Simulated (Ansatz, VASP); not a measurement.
Two plane-wave programs on ZnS (Wurtzite-4H)

File INCAR:

```
SYSTEM = ZnS
  PREC = Accurate
  ENCUT = 500
  EDIFF = 1E-6
  ISMEAR = -1
  SIGMA = 0.05
  LREAL = .FALSE.
  LASPH = .TRUE.
  NELM = 80
  ALGO = Fast
  ISIF = 2
  LWAVE = .FALSE.
  LCHARG = .FALSE.
  GGA = PE
```

File KPOINTS:

```
regular mesh
0
G
  8 8 3
  0 0 0
```

File POSCAR:

```
ZnS
1.0
    3.8227000000      0.0000000000      0.0000000000
   -1.9113500000      3.3105553110      0.0000000000
    0.0000000000      0.0000000000     12.5200000000
Zn S
4 4
Direct
    0.6666666667      0.3333333333      0.7500000000
    0.3333333333      0.6666666667      0.2500000000
    0.0000000000      0.0000000000      0.5000000000
    0.0000000000      0.0000000000      0.0000000000
    0.6666666667      0.3333333333      0.9375000000
    0.3333333333      0.6666666667      0.4375000000
    0.0000000000      0.0000000000      0.6875000000
    0.0000000000      0.0000000000      0.1875000000
```

The input KPOINTS_OPT:

```
path GMKGALHA,LM,KH
10
line-mode
reciprocal
 0.0000000000  0.0000000000  0.0000000000  G
 0.5000000000  0.0000000000  0.0000000000  M

 0.5000000000  0.0000000000  0.0000000000  M
 0.3333333333  0.3333333333  0.0000000000  K

 0.3333333333  0.3333333333  0.0000000000  K
 0.0000000000  0.0000000000  0.0000000000  G

 0.0000000000  0.0000000000  0.0000000000  G
 0.0000000000  0.0000000000  0.5000000000  A

 0.0000000000  0.0000000000  0.5000000000  A
 0.5000000000  0.0000000000  0.5000000000  L

 0.5000000000  0.0000000000  0.5000000000  L
 0.3333333333  0.3333333333  0.5000000000  H

 0.3333333333  0.3333333333  0.5000000000  H
 0.0000000000  0.0000000000  0.5000000000  A

 0.5000000000  0.0000000000  0.5000000000  L
 0.5000000000  0.0000000000  0.0000000000  M

 0.3333333333  0.3333333333  0.0000000000  K
 0.3333333333  0.3333333333  0.5000000000  H
```

input.yaml

```yaml
crystal:
  lattice:
    - [3.8227, 0.0, 0.0]
    - [-1.91135, 3.310555311, 0.0]
    - [0.0, 0.0, 12.52]
  atoms:
    - { symbol: Zn, position: [0.6666666667, 0.3333333333, 0.75] }
    - { symbol: Zn, position: [0.3333333333, 0.6666666667, 0.25] }
    - { symbol: Zn, position: [0.0, 0.0, 0.5] }
    - { symbol: Zn, position: [0.0, 0.0, 0.0] }
    - { symbol: S, position: [0.6666666667, 0.3333333333, 0.9375] }
    - { symbol: S, position: [0.3333333333, 0.6666666667, 0.4375] }
    - { symbol: S, position: [0.0, 0.0, 0.6875] }
    - { symbol: S, position: [0.0, 0.0, 0.1875] }
hamiltonian:
  xc: pbe
  pseudopotentials: { kind: paw }
kpoints:
  mp_grid: { grid: [8, 8, 3] }
  band_path:
    path:
      - [[0.0, 0.0, 0.0], [0.5, 0.0, 0.0], [0.3333333333, 0.3333333333, 0.0], [0.0, 0.0, 0.0], [0.0, 0.0, 0.5], [0.5, 0.0, 0.5], [0.3333333333, 0.3333333333, 0.5], [0.0, 0.0, 0.5]]
      - [[0.5, 0.0, 0.5], [0.5, 0.0, 0.0]]
      - [[0.3333333333, 0.3333333333, 0.0], [0.3333333333, 0.3333333333, 0.5]]
    npoints: 10
scf:
  occupations: { method: fermi_dirac, width: 0.05 }
  n_extra_bands: 20
output:
  forces: true
  stress: true
  eigenvalues: true
  fatbands: false
```

Alike in both runs: task band structure; functional PBE; k mesh 8 × 8 × 3; occupations fermi-dirac, width 0.05 eV; no spin polarisation.

|  | VASP | Ansatz |
| --- | --- | --- |
| version | VASP 6.6.1 | Ansatz 0.2.0 |
| potentials or method | VASP PAW PBE potentials, release 54 (Zn, S) | Ansatz PAW |
| plane-wave cutoff (eV) | 500 | 420 |
| valence electrons in the cell | 72 | 72 |

|  | VASP | Ansatz | Ansatz less VASP |
| --- | --- | --- | --- |
| gap on the k mesh at the Fermi level (eV) | 2.13 | 2.13 | -0.005 |
| least direct gap on the mesh (eV) | 2.13 | 2.13 | -0.005 |
| gap along the band path (eV) | 2.13 | 2.13 | -0.005 |
| pressure (GPa) | 1.6 | 1.3 | -0.22 |
| largest component of the traceless stress (GPa) | 0.09 | 0.09 | +0.003 |
| rms of the force components (eV/Å) | 0.015 | 0.015 | -0.0002 |

Atom by atom the forces differ by 0.000 eV/Å (rms over components).
